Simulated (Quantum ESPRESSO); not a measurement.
Crystal: SrO.

```
CELL_PARAMETERS angstrom
0.00000 2.56630 2.56630
2.56630 0.00000 2.56630
2.56630 2.56630 0.00000
ATOMIC_POSITIONS crystal
Sr 0.50000 0.50000 0.50000
O 0.00000 0.00000 0.00000
```

Base run:

* Program: Quantum ESPRESSO 7.5
* Functional: PBE
* Potentials or basis: GBRV 1.5 PBE
* Cutoff: 612 eV
* Density cutoff: 4898 eV
* k mesh: 6 × 6 × 6, shifted
* Occupations: fermi-dirac, width 0.05 eV
* Spin: no spin polarisation

Its results: pressure 3.4 GPa; electronic dielectric tensor (diagonal) 3.79.

Q: After a change of settings the same cell gave: pressure -0.3 GPa; electronic dielectric tensor (diagonal) 3.86. Which change was it?
A. functional from PBE to LDA; potentials or basis from GBRV 1.5 PBE to GBRV 1.5 LDA
B. functional from PBE to AM05
C. functional from PBE to WC
D. functional from PBE to BLYP

A: C.

WC binds more tightly than PBE, so the same cell stands under less pressure.

Caveats: the cell is more than 3 GPa from zero pressure, which shifts response properties (some runs); the potentials were made for another functional, which shifts forces and pressure (some runs).
